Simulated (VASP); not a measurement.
Input of a VASP 6.6.1 run:

INCAR

```
SYSTEM = C18N
  PREC = Accurate
  ENCUT = 520
  EDIFF = 1E-7
  ISMEAR = -1
  SIGMA = 0.02
  LREAL = Auto
  LASPH = .TRUE.
  NELM = 150
  ALGO = Normal
  ISIF = 2
  LWAVE = .FALSE.
  LCHARG = .TRUE.
  ISPIN = 2
  MAGMOM = 0 0 0 0 0 0 0 0 0 0 0 0 0 0 0 0 0 0 0.27
  LORBIT = 11
  GGA = PS
  LELF = .TRUE.
  LVHAR = .TRUE.
  NBANDS = 58
```

File KPOINTS:

```
Automatic mesh
0
G
  2 2 1
  0 0 0
```

File POSCAR:

```
C18N
1.0
    7.3980000000      0.0000000000      0.0000000000
   -3.6990000000      6.4068560000      0.0000000000
    0.0000000000      0.0000000000     12.0000000000
C N
18 1
Direct
   -0.0095140300     -0.0108577436      0.0889036667
    0.2216689473      0.1116031014      0.1073630833
    0.0008239125      0.3304934589      0.0815836667
    0.2250185891      0.4436984380      0.0787085000
   -0.0009891121      0.6616254525      0.0759957500
    0.2237419936      0.7763347576      0.0841115833
    0.3341044491     -0.0051774224      0.0943759167
    0.5542857920      0.1066964826      0.0915802500
    0.3354200458      0.3356797780      0.0832538333
    0.5547317947      0.4398993828      0.0785855000
    0.3362315719      0.6662506540      0.0805460833
    0.5564002216      0.7748850606      0.0811710000
    0.6664618342     -0.0025169912      0.0868629167
    0.8866763393      0.1106873637      0.0824471667
    0.6670916177      0.3297004022      0.0853498333
    0.8875659789      0.4392482054      0.0805139167
    0.6658680822      0.6609313523      0.0724882500
    0.8849073635      0.7657609286      0.0696603333
    1.0736918421      1.0464791155      0.2014980833
```

Potentials or basis: VASP PAW PBE potentials, release 64 (C, N).

Run with:

```bash
$ cat potpaw_PBE.64/C/POTCAR potpaw_PBE.64/N/POTCAR > POTCAR
$ mpirun -np 1 vasp_std > vasp.out
```

**Question.** Predict the band gap on the k mesh.

**Answer.** None (metal or under the smearing width).

**Question.** Estimate the site moments.

**Answer.** C +0.00, -0.01, +0.03, -0.02, +0.01, -0.00, +0.02; N +0.36 μB.

**Question.** Predict the largest force.

**Answer.** 1.174 eV/Å.

Forces in eV/Å, atoms in the order of the input:
```
C   -0.235  0.046  0.472
C    0.152  0.038  0.246
C   -0.080 -0.082 -0.013
C   -0.030 -0.061  0.057
C   -0.038  0.036  0.111
C   -0.025 -0.020 -0.003
C   -0.004 -0.008 -0.132
C   -0.068  0.033 -0.222
C   -0.010 -0.005  0.055
C   -0.040  0.026 -0.055
C   -0.016 -0.052  0.001
C   -0.052 -0.046 -0.112
C   -0.086  0.029 -0.427
C   -0.318 -0.007 -0.642
C   -0.037  0.011 -0.079
C   -0.079  0.027  0.017
C   -0.051  0.019 -0.013
C   -0.034  0.114  0.225
N    1.052 -0.098  0.512
```

Caveat: the k mesh is coarse (spacing up to 0.49 Å⁻¹), so the values aren't converged; the PAW data sets were made with another functional, which shifts forces and pressure a little.
